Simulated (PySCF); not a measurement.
**Checking a proposed structure**

A compound C₅H₈O₂ gives the data below (simulated from a calculation) and was assigned the structure `C=C(C)C(=O)OC`.

$^{13}$C{$^{1}$H} NMR (computed): δ 169.7 (C), 147.4 (CH), 133.5 (C), 17.5 (CH3), 13.8 (CH3).

$^{1}$H NMR (400 MHz, computed): δ 7.12 (qq, J = 8.7, 2.2 Hz, 1H), 5.36 (br s, 1H), 1.97 (dq, J = 8.7, 1.8 Hz, 3H), 1.86 (quint, J = 1.9 Hz, 3H).

Level of theory: B3LYP/pcJ-1 coupling constants (without the spin–dipole term), NMR shieldings at PBE0/pcSseg-1/GIAO, geometry: PBE0-D3(BJ)/def2-SVP, in PySCF 2.14 (single conformer, no relativistic terms, isolated molecule, averaged over atoms made equivalent by symmetry, fast rotation or ring inversion).

Scale: $^{1}$H, $^{13}$C vs TMS (reference shieldings calculated alike).

Problem. Compare with the shifts computed for the proposed structure, pairing carbons in order of shift.

Solution. Numbering as in the mapped SMILES `[CH2:1]=[C:2]([CH3:3])[C:4](=[O:5])[O:6][CH3:7]`. Hydrogens are named by the atom that carries them.

| atom | computed for proposal | given list | difference |
| --- | --- | --- | --- |
| C4 | 168.8 | 169.7 | -0.9 |
| C2 | 143.8 | 147.4 | -3.6 |
| C1 | 137.4 | 133.5 | +3.9 |
| C7 | 48.7 | 17.5 | +31.2 |
| C3 | 20.8 | 13.8 | +7.0 |

The rms difference is 14.5 ppm and the largest +31.2 ppm at C7 (methyl carbon bonded to O). The carbon types in order of shift don't match either: C, C, CH2, CH3, CH3 for the proposal against C, CH, C, CH3, CH3 in the data. The proposal doesn't fit.

Problem. Which isomer fits?

Solution. tiglic acid.

1. Carbon types of the structure: 2 × C, 1 × CH, 2 × CH3, leaving 1 H on heteroatoms.
2. δC 169.7: carboxylic acid carbon; it is a carbonyl in resonance with an O or N lone pair, the region of acids, esters and amides.
3. δC 147.4: β carbon of a C=C–C=O unit; conjugation with the carbonyl draws π density from the β position.
4. δC 133.5: α carbon of a C=C–C=O unit; the olefinic region.
5. δC 17.5, 13.8: allylic methyl carbon; aliphatic region, no heteroatom directly attached.
6. The protons at 1.97 and 7.12 share a coupling of 8.7 Hz (vicinal).

Other isomers checked: C=C[C@H](C)C(=O)O (rms 14.5 ppm).

The data come from this structure; uniqueness wasn't tested.

OH and NH positions are those of a molecule without intermolecular hydrogen bonds; in solution they move with solvent, concentration and temperature, and exchange usually removes their couplings. Splittings below 1 Hz are ignored in the labels, and close J values are merged. Unscaled 3J(H,H) at this level run about 10 % above measured values. Shifts are as computed. Against solution values, carbons near 30 ppm lie about +2 ppm off and those near 130 ppm about +5 ppm. Of 1211 compounds with measured shifts, 218 miss one by over three times the rms of a fit or turn the order of signals round; such compounds aren't used in these exercises. The C=O carbon of an acid or of an amide with N–H lies up to 10 ppm further downfield in solution, through hydrogen bonding that the calculation lacks.
